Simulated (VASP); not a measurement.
# ZrN (Fm-3m) in VASP: a series of runs

The runs below take ZrN through relaxation of cell and atoms, with PBEsol.

Program: VASP 6.6.1. These are calculated values, not measurements. Logs are shortened: lines on timing, memory, paths and dates and some standing lists are left out, and cuts for length are marked.

## (1) The crystal as given

The structure is cubic, space group Fm-3m (No. 225). Conventional cell: a = 4.600 Å, b = 4.600 Å, c = 4.600 Å, α = 90.00°, β = 90.00°, γ = 90.00°. Zr (site symmetry m-3m) is surrounded by 6 N at 2.30 Å. N (site symmetry m-3m) has 6 Zr at 2.30 Å as nearest neighbours.

## (2) Relaxation of cell and atoms, PBEsol

Contents of INCAR:

```
PREC = Accurate ; ENCUT = 600
EDIFF = 1E-6 ; ISMEAR = 1
SIGMA = 0.1 ; LREAL = False
LASPH = True ; NELM = 80
ALGO = Normal ; ISIF = 3
LWAVE = False ; LCHARG = False
GGA = PS ; IBRION = 2
NSW = 90 ; EDIFFG = -0.01
```

Contents of KPOINTS:

```
Automatic mesh
0
Gamma
  14 14 14
```

Contents of POSCAR:

```
ZrN
1.0
    0.0000000000      2.3000000000      2.3000000000
    2.3000000000      0.0000000000      2.3000000000
    2.3000000000      2.3000000000      0.0000000000
Zr N
1 1
Direct
    0.5000000000      0.5000000000      0.5000000000
    0.0000000000      0.0000000000      0.0000000000
```

Potentials or basis: VASP PAW PBE potentials, release 64 (Zr_sv, N).

On the command line:

```
$ cat potpaw_PBE.64/Zr_sv/POTCAR potpaw_PBE.64/N/POTCAR > POTCAR
$ mpirun -np 1 vasp_std > vasp.out
```

OUTCAR:

```text
PREC = Accurate
   ENCUT = 600
   EDIFF = 1E-6
   ISMEAR = 1
   LREAL = False
   LASPH = True
   NELM = 80
   ISIF = 3
   GGA = PS
   IBRION = 2
   NSW = 90
   EDIFFG = -0.01

 ion  position               nearest neighbor table
   1  0.500  0.500  0.500-   2 2.30   2 2.30   2 2.30   2 2.30   2 2.30   2 2.30
   2  0.000  0.000  0.000-   1 2.30   1 2.30   1 2.30   1 2.30   1 2.30   1 2.30

  LATTYP: Found a face centered cubic cell.
 ALAT       =     4.6000000000

  Lattice vectors:

 A1 = (   0.0000000000,   2.3000000000,   2.3000000000)
 A2 = (   2.3000000000,   0.0000000000,   2.3000000000)
 A3 = (   2.3000000000,   2.3000000000,   0.0000000000)

Analysis of symmetry for initial positions (statically):
=====================================================================
 Subroutine PRICEL returns:
 Original cell was already a primitive cell.

 Routine SETGRP: Setting up the symmetry group for a
 face centered cubic supercell.

 Subroutine GETGRP returns: Found 48 space group operations
 (whereof 48 operations were pure point group operations)
 out of a pool of 48 trial point group operations.

The static configuration has the point symmetry O_h .

Analysis of symmetry for dynamics (positions and initial velocities):
=====================================================================
 Subroutine PRICEL returns:
 Original cell was already a primitive cell.

 Routine SETGRP: Setting up the symmetry group for a
 face centered cubic supercell.

 Subroutine GETGRP returns: Found 48 space group operations
 (whereof 48 operations were pure point group operations)
 out of a pool of 48 trial point group operations.

The dynamic configuration has the point symmetry O_h .

 Subroutine INISYM returns: Found 48 space group operations
 (whereof 48 operations are pure point group operations),
 and found     1 'primitive' translations

----------------------------------------------------------------------------------------

                                     Primitive cell

  volume of cell :      24.3340

  direct lattice vectors                    reciprocal lattice vectors
     0.000000000  2.300000000  2.300000000    -0.217391304  0.217391304  0.217391304
     2.300000000  0.000000000  2.300000000     0.217391304 -0.217391304  0.217391304
     2.300000000  2.300000000  0.000000000     0.217391304  0.217391304 -0.217391304

  length of vectors
     3.252691193  3.252691193  3.252691193     0.376532784  0.376532784  0.376532784

  position of ions in fractional coordinates (direct lattice)
     0.500000000  0.500000000  0.500000000
     0.000000000  0.000000000  0.000000000
[... 102 lines left out ...]
   GGA     = PS    functional components
   LHFCALC =     F    Hartree Fock is set to
   AEXX    =    0.0000 exact exchange contribution
   IVDW    =     0    specifies the selected vdW correction
   LEPSILON=     F    determine dielectric tensor
   LRPA    =     F    only Hartree local field effects (RPA)
 conjugate gradient relaxation of ions
 non-spin polarized calculation
 Methfessel and Paxton  Order N= 1 SIGMA  =   0.10
  energy-cutoff  :      600.00
  volume of cell :       24.33
 maximum number of plane-waves:       869
 NGX is ok and might be reduce to    28
   NGX = 13   NGY = 13   NGZ = 13

--------------------------------------- Ionic step        1  -------------------------------------------

 number of electron      17.0000000 magnetization

 Free energy of the ion-electron system (eV)
  ---------------------------------------------------
  ext. energy  EPLUGINS =         0.00000000
  ---------------------------------------------------
  free energy    TOTEN  =       -21.53327701 eV

  energy without entropy =      -21.53218645  energy(sigma->0) =      -21.53291349

------------------------ aborting loop because EDIFF is reached ----------------------------------------

  FORCE on cell =-STRESS in cart. coord.  units (eV):
  Direction    XX          YY          ZZ          XY          YZ          ZX
  --------------------------------------------------------------------------------------
  -------------------------------------------------------------------------------------
  Total       -1.1557333     -1.1557333     -1.1557333      0.0000000     -0.0000000     -0.0000000
  in kB      -76.0947495    -76.0947495    -76.0947495      0.0000000     -0.0000000     -0.0000000
  external PRESSURE =     -76.0947495 kB  Pullay stress =       0.0000000 kB
[... 59 lines left out ...]
--------------------------------------- Ionic step        3  -------------------------------------------

 number of electron      17.0000000 magnetization

 Free energy of the ion-electron system (eV)
  ---------------------------------------------------
  ext. energy  EPLUGINS =         0.00000000
  ---------------------------------------------------
  free energy    TOTEN  =       -21.55099152 eV

  energy without entropy =      -21.54994462  energy(sigma->0) =      -21.55064255

 E-fermi :  12.0865     XC(G=0): -12.7842

 val. band max:       12.0806114805   @ k =   0.5000   0.2143   0.0000
 cond. band min:      12.0908932963   @ k =   0.3571   0.1429   0.0714
 fundamental gap:      0.0102818159
 Fermi energy:        12.0864939695

 k-point     1 :       0.0000    0.0000    0.0000
  band No.  band energies     occupation
      1     -37.3219      2.00000
      2     -14.9500      2.00000
      3     -14.9500      2.00000
      4     -14.9500      2.00000
      5      -4.2095      2.00000
      6       9.4204      2.00000
      7       9.4204      2.00000
      8       9.4204      2.00000
      9      11.6478      2.00000
     10      11.6478      2.00000
     11      11.6478      2.00000
     12      13.6925     -0.00000
[... 331 lines left out ...]
 k-point    24 :       0.2857    0.1429    0.0000
  band No.  band energies     occupation
      1     -37.2293      2.00000
      2     -15.5917      2.00000
      3     -15.0892      2.00000
      4     -15.0690      2.00000
      5      -3.1218      2.00000
      6       6.0393      2.00000
      7       7.7317      2.00000
      8       8.0666      2.00000
      9      11.0703      2.00000
     10      14.2435      0.00000
     11      14.2596      0.00000
     12      15.5927      0.00000

 [... further k-points ...]

------------------------ aborting loop because EDIFF is reached ----------------------------------------

  FORCE on cell =-STRESS in cart. coord.  units (eV):
  Direction    XX          YY          ZZ          XY          YZ          ZX
  --------------------------------------------------------------------------------------
  -------------------------------------------------------------------------------------
  Total       -0.0198295     -0.0198295     -0.0198295      0.0000000      0.0000000      0.0000000
  in kB       -1.3450180     -1.3450180     -1.3450180      0.0000000      0.0000000      0.0000000
  external PRESSURE =      -1.3450180 kB  Pullay stress =       0.0000000 kB
[... 17 lines left out ...]
  FREE ENERGIE OF THE ION-ELECTRON SYSTEM (eV)
  ---------------------------------------------------
  free  energy   TOTEN  =       -21.5509915196 eV

  energy  without entropy=      -21.5499446230  energy(sigma->0) =      -21.55064255

 reached required accuracy - stopping structural energy minimisation
```

OSZICAR:

```text
N       E                     dE             d eps       ncg     rms          rms(c)
DAV:   1     0.123684878638E+03    0.12368E+03   -0.98934E+03  2496   0.155E+03
DAV:   2    -0.162990490771E+02   -0.13998E+03   -0.13298E+03  2848   0.387E+02
DAV:   3    -0.246292166724E+02   -0.83302E+01   -0.82223E+01  4488   0.867E+01
[... 26 lines left out ...]
DAV:   4    -0.215452452063E+02   -0.45767E-02   -0.59253E-03  2988   0.999E-01    0.523E-01
DAV:   5    -0.215497062761E+02   -0.44611E-02   -0.39103E-03  3960   0.388E-01    0.226E-01
DAV:   6    -0.215509871812E+02   -0.12809E-02   -0.18348E-03  4044   0.295E-01    0.398E-02
DAV:   7    -0.215509907655E+02   -0.35844E-05   -0.17018E-05  2840   0.544E-02    0.182E-02
DAV:   8    -0.215509915196E+02   -0.75407E-06   -0.55250E-06  3008   0.321E-02
   3 F= -.21550992E+02 E0= -.21550643E+02  d E =-.177145E-01
```

CONTCAR:

```text
ZrN
   1.00000000000000
     0.0000000000000000    2.2773057245860482    2.2773057245860482
     2.2773057245860482   -0.0000000000000000    2.2773057245860482
     2.2773057245860482    2.2773057245860482   -0.0000000000000000
  Zr              N
     1     1
Direct
     0.5000000000000000    0.5000000000000000    0.5000000000000000
     0.0000000000000000    0.0000000000000000    0.0000000000000000

  0.00000000E+00  0.00000000E+00  0.00000000E+00
  0.00000000E+00  0.00000000E+00  0.00000000E+00
```

Wall time 45 s (1 thread of Intel Xeon 6975P-C (Granite Rapids), shared host); peak memory 0.19 GiB.

Results:

* Free energy: -21.5510 eV
* Relaxed volume: 11.81 Å³/atom
* Relaxed cell: a = 3.221 Å, b = 3.221 Å, c = 3.221 Å, α = 60.00°, β = 60.00°, γ = 60.00°
* Space group after relaxing (to 0.05 Å): Fm-3m (No. 225)
* Energy gained by relaxing: 8.9 meV/atom
* Ionic steps: 3
* Pressure after relaxing: -0.1 GPa
* Band gap on the k mesh: none (metal or under the smearing width)

The path:
```
step  energy change (eV)  largest force (eV/Å)  pressure (GPa)  volume (Å³)
   1              0.0000                0.0000           -7.61        24.33
   2              0.0439                0.0000           16.55        22.36
   3             -0.0177                0.0000           -0.13        23.62
```

Final structure:
```
CELL_PARAMETERS angstrom
0.00000 2.27731 2.27731
2.27731 0.00000 2.27731
2.27731 2.27731 0.00000
ATOMIC_POSITIONS crystal
Zr 0.50000 0.50000 0.50000
N 0.00000 0.00000 0.00000
```

Caveat: the PAW data sets were made with another functional, which shifts forces and pressure a little.

## (3) Relaxation of cell and atoms, PBEsol

This run uses another cell than the first one, of 11.81 Å³/atom, 0.971 times its volume.

Contents of INCAR:

```
PREC = Accurate ; ENCUT = 600
EDIFF = 1E-7 ; ISMEAR = 1
SIGMA = 0.1 ; LREAL = False
LASPH = True ; NELM = 80
ALGO = Normal ; ISIF = 3
LWAVE = False ; LCHARG = False
GGA = PS ; IBRION = 2
NSW = 90 ; EDIFFG = -0.005
```

KPOINTS is that of step 2.

Contents of POSCAR:

```
ZrN                                     
1.0
    0.0000000000      2.2773057246      2.2773057246
    2.2773057246     -0.0000000000      2.2773057246
    2.2773057246      2.2773057246     -0.0000000000
  Zr              N             
     1     1
Direct
     0.5000000000000000    0.5000000000000000    0.5000000000000000
     0.0000000000000000    0.0000000000000000    0.0000000000000000
```

Potentials or basis: VASP PAW PBE potentials, release 64 (Zr_sv, N).

On the command line:

```
$ cat potpaw_PBE.64/Zr_sv/POTCAR potpaw_PBE.64/N/POTCAR > POTCAR
$ mpirun -np 1 vasp_std > vasp.out
```

Wall time 38 s (1 thread of Intel Xeon 6975P-C (Granite Rapids), shared host); peak memory 0.19 GiB.

It converged, with:

```yaml
Free_energy: -21.5498 eV
Relaxed_volume: 11.80 Å³/atom
Relaxed_cell: a = 3.220 Å, b = 3.220 Å, c = 3.220 Å, α = 60.00°, β = 60.00°, γ = 60.00°
Space_group_after_relaxing_to_0.05_Å: Fm-3m (No. 225)
Energy_gained_by_relaxing: 0.0 meV/atom
Ionic_steps: 3
Pressure_after_relaxing: 0.0 GPa
Band_gap_on_the_k_mesh: none (metal or under the smearing width)
```

Final structure:
```cif
data_structure
_symmetry_space_group_name_H-M 'P 1'
_symmetry_Int_Tables_number 1
_cell_length_a 3.2201
_cell_length_b 3.2201
_cell_length_c 3.2201
_cell_angle_alpha 60.000
_cell_angle_beta 60.000
_cell_angle_gamma 60.000
_cell_volume 23.61
loop_
_atom_site_label
_atom_site_type_symbol
_atom_site_fract_x
_atom_site_fract_y
_atom_site_fract_z
_atom_site_occupancy
Zr1 Zr 0.50000 0.50000 0.50000 1
N1 N 0.00000 0.00000 0.00000 1
```

Levels at points of the mesh, in eV from the Fermi level:
| k point | band 6 | band 7 | band 8 | band 9 | band 10 | band 11 | band 12 |
| --- | --- | --- | --- | --- | --- | --- | --- |
| (0.00, 0.00, 0.00) | -2.67 | -2.67 | -2.67 | -0.44 | -0.44 | -0.44 | 1.61 |
| (0.50, 0.00, 0.00) | -7.80 | -5.80 | -5.80 | 3.13 | 3.19 | 3.19 | 4.79 |
| (0.50, 0.50, 0.00) | -4.54 | -3.62 | -3.15 | -3.15 | 3.47 | 4.71 | 4.71 |

Caveat: the PAW data sets were made with another functional, which shifts forces and pressure a little.
